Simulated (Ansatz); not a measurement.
## ZnS squeezed and stretched

A database entry relaxed whole under r2SCAN (F-43m):

```
CELL_PARAMETERS angstrom
0.00000 2.69518 2.69518
2.69518 0.00000 2.69518
2.69518 2.69518 0.00000
ATOMIC_POSITIONS crystal
Zn 0.25000 0.25000 0.25000
S 0.00000 0.00000 0.00000
```

The cell was scaled uniformly, its shape held, and the atoms relaxed at each volume with plane-wave PAW DFT (Ansatz 0.2.0; r2SCAN, 500 eV, 10×10×10 Γ-centred mesh, fermi-dirac occupations of width 0.020 eV; no spin, no spin-orbit coupling). One row is withheld.

```csv
volume (Å³/atom),energy over the lowest (meV/atom),pressure (GPa),gap over mesh and path (eV)
18.403,19.2,5.52,2.986
18.795,?,?,?
19.186,2.0,1.65,2.790
19.578,0.0,0.00,2.697
19.969,1.8,-1.48,2.606
20.361,7.1,-2.82,2.518
20.752,15.5,-4.02,2.433
```

Q: Fit the pressures of the other rows to the third-order Birch-Murnaghan form.

A: With f = [(V₀/V)^(2/3) − 1]/2 and P = 3B₀f(1 + 2f)^(5/2)[1 + 3(B₀′ − 4)f/2], least squares gives V₀ = 19.58 Å³ an atom, B₀ = 78.1 GPa and B₀′ = 4.3; the rows miss the fit by less than 0.01 GPa. The slope of the energies differs from these pressures by less than 0.05 GPa.

Q: How does the gap move with volume?

A: A parabola in ln(V/V₀) through the other rows has the slope dE_g/d ln V = -4.6 eV at V₀, so by B₀ the gap moves by +59 meV a GPa: it widens under pressure.

Q: What does the withheld row hold?

A: The fit gives 3.48 GPa at 18.795 Å³; the run gave 3.48 GPa and 8.2 meV an atom. Its gap is 2.886 eV, against 2.886 eV from the parabola.

Caveats: the shape of the cell was held; 0 K, fixed nuclei; the symmetry was kept, and this need not be the phase that is stable at 0 K; one mesh for all volumes; r2SCAN gaps lie as a rule under measured ones; the slope of the gap can be off by tens of per cent, more where shallow d levels or spin-orbit coupling act on the edges; pressure is positive in compression.
